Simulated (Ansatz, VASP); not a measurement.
# Two plane-wave programs on AgCl

```
CELL_PARAMETERS angstrom
3.43397 0.00000 0.00000
0.00000 3.43397 0.00000
0.00000 0.00000 3.43397
ATOMIC_POSITIONS crystal
Ag 0.00000 0.00000 0.00000
Cl 0.50000 0.44176 0.50000
```

Alike in both runs: task single point; functional r2SCAN; k mesh 8 × 8 × 8; occupations gaussian, width 0.05 eV; no spin polarisation.

|  | VASP | Ansatz |
| --- | --- | --- |
| version | VASP 6.6.1 | Ansatz 0.2.0 |
| potentials or method | VASP PAW PBE potentials, release 64 (Ag, Cl) | scalar-relativistic, plane waves, PAW |
| plane-wave cutoff (eV) | 520 | 500 |
| valence electrons in the cell | 18 | 26 |

```csv
,VASP,Ansatz,Ansatz less VASP
gap on the k mesh at the Fermi level (eV),1.14,1.19,+0.041
least direct gap on the mesh (eV),2.56,2.60,+0.037
pressure (GPa),-1.3,-1.2,+0.09
largest component of the traceless stress (GPa),0.20,0.20,-0.006
rms of the force components (eV/Å),0.031,0.031,+0.0006
```

Atom by atom the forces differ by 0.001 eV/Å (rms over components). The two sets of potentials don't hold the same shells in valence.

Caveats: the PAW data sets were made with another functional, which shifts forces and pressure a little (VASP). A k mesh can miss the band edges.
